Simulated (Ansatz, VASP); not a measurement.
Two plane-wave programs on KBr

File INCAR:

```
ALGO = Normal
EDIFF = 1E-6
ENCUT = 520
GGA = PS
ISIF = 2
ISMEAR = 0
LASPH = True
LCHARG = True
LELF = True
LREAL = False
LVHAR = True
LWAVE = False
NBANDS = 15
NELM = 100
PREC = Accurate
SIGMA = 0.05
```

The input KPOINTS:

```
k-points
0
Gamma
  6 6 6
```

The input POSCAR:

```
KBr
1.0
    0.0000000000      3.1608000000      3.0291000000
    3.1608000000      0.0000000000      3.0291000000
    3.1608000000      3.1608000000      0.0000000000
K Br
1 1
Direct
    0.0000000000      0.0000000000      0.0000000000
    0.5000000000      0.5000000000      0.5000000000
```

Input for Ansatz:

```yaml
crystal:
  lattice:
    - [0.0, 3.1608, 3.0291]
    - [3.1608, 0.0, 3.0291]
    - [3.1608, 3.1608, 0.0]
  atoms:
    - { symbol: K, position: [0.0, 0.0, 0.0] }
    - { symbol: Br, position: [0.5, 0.5, 0.5] }
basis:
  ecutwfc: 420
kpoints:
  mp_grid: { grid: [6, 6, 6] }
hamiltonian:
  xc: pbesol
scf:
  occupations: { method: gaussian, width: 0.05 }
output:
  forces: true
  stress: true
  eigenvalues: true
```

Change from the starting cell: strain -0.040 along x and y, -0.080 along z, atoms carried along.

Alike in both runs: task single point; functional PBEsol; k mesh 6 × 6 × 6; occupations gaussian, width 0.05 eV; no spin polarisation.

```csv
,VASP,Ansatz
version,VASP 6.6.1,Ansatz 0.2.0
potentials or method,"VASP PAW PBE potentials, release 64 (K_sv, Br)","scalar-relativistic, plane waves, PAW"
plane-wave cutoff (eV),520,420
valence electrons in the cell,16,16
```

Ansatz gave:

| Item | Value |
| --- | --- |
| gap on the k mesh at the Fermi level (eV) | 4.70 |
| least direct gap on the mesh (eV) | 4.70 |
| pressure (GPa) | 3.5 |
| largest component of the traceless stress (GPa) | 2.06 |

Q: Which values does VASP return?

A: gap on the k mesh at the Fermi level (eV): 4.69; least direct gap on the mesh (eV): 4.69; pressure (GPa): 3.6; largest component of the traceless stress (GPa): 2.10.

Caveats: the PAW data sets were made with another functional, which shifts forces and pressure a little (VASP).
